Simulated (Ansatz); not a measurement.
Crystal: BN.

```
N B
1.0
     1.25112    0.72234    3.37293
    -1.25112    0.72234    3.37293
     0.00000   -1.44467    3.37293
N B
1 1
Cartesian
  0.0000 0.0000 6.7517
  0.0000 0.0000 0.0033
```

The cell is a database's computed one.

Base run:

* Program: Ansatz 0.2.0
* Functional: PBE
* Potentials or basis: all-electron LAPW, scalar-relativistic
* Cutoff: 524 eV (chosen from the basis error)
* Basis error allowed: 0.001 eV/atom
* k mesh: 12 × 12 × 12
* Occupations: gaussian, width 0.05 eV
* Spin: no spin polarisation

Its results: band gap on the k mesh 4.28 eV, indirect (least direct gap 4.69 eV); pressure 3.5 GPa; largest force 0.003 eV/Å.

Problem. The run is repeated on the same cell with these changes: functional from PBE to RPBE; occupations from gaussian, width 0.05 eV to gaussian, width 0.1 eV. What comes out?

Solution. Band gap on the k mesh 4.39 eV, indirect (least direct gap 4.77 eV); pressure 7.3 GPa; largest force 0.003 eV/Å.

A k mesh can miss the band edges.
